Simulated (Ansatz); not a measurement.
Theory: DFT PBE, scalar-relativistic, plane waves, PAW in Ansatz. All cells share a 420 eV cutoff and Γ-centred k meshes spaced at most about 0.3 Å⁻¹ (about 0.25 or finer for metals, 2π included). No spin polarisation in the final relaxations.

All energies are static (0 K, no zero-point motion). All come from trial cells, and lower structures may exist.

Task: Which of these relaxed structures of RbH2 is the lowest in energy?
1. Space group Cccm (No. 66), orthorhombic, a = 9.009 Å, b = 9.293 Å, c = 5.170 Å. Rb has 4 H at 3.24 Å and 4 H at 3.75 Å; around H lie 1 H at 0.77 Å, 2 H at 2.59 Å, 2 H at 2.70 Å, 2 Rb at 3.24 Å and 2 Rb at 3.75 Å.
2. Space group P4_2/mnm (No. 136), tetragonal, a = 5.921 Å, c = 7.121 Å. Rb is surrounded by 4 H at 3.58 Å, 2 H at 3.81 Å, 4 H at 4.20 Å and 2 H at 4.57 Å; around H lie 1 H at 0.76 Å, 2 Rb at 3.58 Å, 1 Rb at 3.81 Å, 2 Rb at 4.20 Å and 1 Rb at 4.57 Å.

Result: 1. It has space group Cccm (No. 66); the next, 2, with space group P4_2/mnm (No. 136), lies 57 meV/atom higher. Counting H atoms around Rb (those within 1.25 times the shortest such distance or 1.15 times the sum of covalent radii, 1.27 where that leaves under three; a plus sign parts nearer from farther groups), the lowest has Rb 4+4 and the next has Rb 6+4. The lowest and the next both hold H–H pairs as short as in free H₂ molecules. Even the lowest lies +0.05 eV/atom against the elements.

With hydrogen, zero-point motion can shift such differences by 10 meV/atom or more. Cells relaxed within their symmetry can be saddle points. Some structure types and database cells were kept out of the candidates from the start, so a known form may be missing.
